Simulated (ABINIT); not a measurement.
Crystal: Sr.

```
Sr
1.0
    -2.43500    2.43500    2.43500
     2.43500   -2.43500    2.43500
     2.43500    2.43500   -2.43500
Sr
1
Direct
  0.00000 0.00000 0.00000
```

This isn't the form of Sr at room conditions, which is fcc.

| Property | Result |
| --- | --- |
| Program | ABINIT 10.8.3 (patched build) |
| Task | single point |
| Functional | PBE |
| Potentials or basis | JTH PAW PBE v2.0 |
| Cutoff | 408 eV |
| k mesh | 8 × 8 × 8 |
| Occupations | fermi-dirac, width 0.05 eV |
| Spin | no spin polarisation |

On this cell: pressure -0.8 GPa; band gap on the k mesh none (metal or under the smearing width).

The same run follows on a disturbed copy (cell strained at random at fixed volume):

```
Sr
1.0
    -2.38017    2.47759    2.42469
     2.37795   -2.51859    2.46347
     2.36561    2.50403   -2.46569
Sr
1
Cartesian
  -0.0510 -0.0162 0.0820
```

Problem. What changes?

Solution. The energy (extrapolated to zero smearing) moves by +1.5 meV/atom; pressure -0.8 GPa; band gap on the k mesh none (metal or under the smearing width).

Stress tensor (GPa, compression positive):
```
-0.74  0.07  0.01
 0.07 -0.80  0.21
 0.01  0.21 -0.78
```

Caveats: the cell was measured hot, at 901 K.
